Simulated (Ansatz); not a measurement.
Crystal: Pd.

```
Pd
1.0
     0.00000    1.94650    1.94650
     1.94650    0.00000    1.94650
     1.94650    1.94650    0.00000
Pd
1
Direct
  0.00000 0.00000 0.00000
```

* Program: Ansatz 0.2.0
* Task: relaxation of cell and atoms
* Functional: RPBE
* Dispersion: D3(BJ)
* Potentials or basis: Ansatz PAW
* Cutoff: 420 eV
* Density cutoff: 1680 eV
* k mesh: 8 × 8 × 8
* Occupations: cold, width 0.05 eV
* Spin: spin-orbit coupling, no magnetisation

At the start: pressure -29.0 GPa; volume 14.75 Å³/atom.

Task: How do energy, volume and symmetry change on relaxing?

Result: Over 12 steps the energy falls by 180.8 meV/atom and the volume is 13.00 Å³/atom (-11.9 %); space group Fm-3m (No. 225, to 0.05 Å).

Step by step:
| step | energy change (eV) | largest force (eV/Å) | pressure (GPa) | volume (Å³) |
| --- | --- | --- | --- | --- |
| 1 | 0.0000 | 0.0000 | -28.99 | 14.75 |
| 2 | -0.1552 | 0.0000 | -12.82 | 13.60 |
| 3 | -0.1099 | 0.0000 | 26.91 | 12.09 |
| 4 | -0.1389 | 0.0000 | 20.06 | 12.28 |
| 5 | -0.1708 | 0.0000 | 9.26 | 12.64 |
| 6 | -0.1803 | 0.0000 | -1.87 | 13.07 |
| 7 | -0.1803 | 0.0000 | -1.78 | 13.07 |
| 8 | -0.1804 | 0.0000 | -1.60 | 13.06 |
| 9 | -0.1805 | 0.0000 | -1.35 | 13.05 |
| 10 | -0.1807 | 0.0000 | -1.03 | 13.03 |
| 11 | -0.1808 | 0.0000 | -0.66 | 13.02 |
| 12 | -0.1808 | 0.0000 | -0.24 | 13.00 |

Final structure:
```
Pd
1.0
     0.00000    1.86627    1.86627
     1.86627    0.00000    1.86627
     1.86627    1.86627    0.00000
Pd
1
Direct
  0.00000 0.00000 0.00000
```

Caveat: the potentials were made for another functional, which shifts forces and pressure; the volume moved by -12 % from the deposited cell, more than functionals usually miss; the thresholds are loose for stress.
